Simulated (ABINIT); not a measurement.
Runs of ABINIT 10.8.3 (patched build) on HfC. Symmetry: Fm-3m, No. 225, cubic system. Conventional cell: a = 4.650 Å, b = 4.650 Å, c = 4.650 Å, α = 90.00°, β = 90.00°, γ = 90.00°. Hf (site symmetry m-3m) has 6 C at 2.33 Å as nearest neighbours. Around C (site symmetry m-3m) lie 6 Hf at 2.33 Å. 

```tsv
task	level	potentials or basis	spin	k mesh	cutoff (eV)	fine-grid cutoff	mesh quality	gap on the mesh (eV)	pressure (GPa)	V0 of scaled cells (Å³/atom)	B0 (GPa)
single point	LDA	JTH PAW LDA v2.0	off	8 × 8 × 8	544	1088.46 eV	not flagged	none	-12.3	-	-
single point	PBE	JTH PAW PBE v2.0	off	8 × 8 × 8	544	1088.46 eV	not flagged	none	-0.1	-	-
equation of state	rPW86PBE	JTH PAW PBE v2.0	off	10 × 10 × 10	544	1088.46 eV	not flagged	-	-	12.97	226
band structure	LDA-PZ	JTH PAW LDA v2.0	off	10 × 10 × 10	544	1088.46 eV	not flagged	none	-12.0	-	-
band structure	rPW86PBE	JTH PAW PBE v2.0	off	10 × 10 × 10	544	1088.46 eV	not flagged	none	7.3	-	-
band structure	BP86	JTH PAW PBE v2.0	SOC, no magnetisation	10 × 10 × 10	544	1088.46 eV	not flagged	none	0.4	-	-
single point	LDA	JTH PAW LDA v2.0	off	6 × 6 × 6	544	1088.46 eV	coarse	none	(a)	-	-
single point	r2SCAN	JTH PAW PBE v2.0	off	8 × 8 × 8	653	1251.72 eV	not flagged	none	(d)	-	-
equation of state	BP86+D3(BJ)	JTH PAW PBE v2.0	off	10 × 10 × 10	544	1088.46 eV	not flagged	-	-	11.99	261
band structure	revPBE	JTH PAW PBE v2.0	off	10 × 10 × 10	544	1088.46 eV	not flagged	none	(b)	-	-
equation of state	PBE+D3	JTH PAW PBE v2.0	off	10 × 10 × 10	544	1088.46 eV	not flagged	-	-	(c)	249
single point	LDA	JTH PAW LDA v2.0	off	4 × 4 × 4	544	1088.46 eV	coarse	none	-13.4	-	-
```

Alike in all rows: cell as given; smearing fermi-dirac 0.05 eV.

Task: Estimate the missing entries.

Result: (a) -12.2; (b) 2.8; (c) 12.36; (d) -0.3.

Caveats: some runs use coarse meshes; the PAW data sets were made with another functional, which shifts forces and pressure a little (some runs); pressures at fixed basis lie under the slope of the energies (some runs); spin-orbit coupling is left out, which moves the levels of the heavy elements (some runs).

A k mesh can miss the band edges, and rows without SOC leave out spin-orbit coupling on Hf.

A gap of «none» marks a metal or a gap under the smearing width.
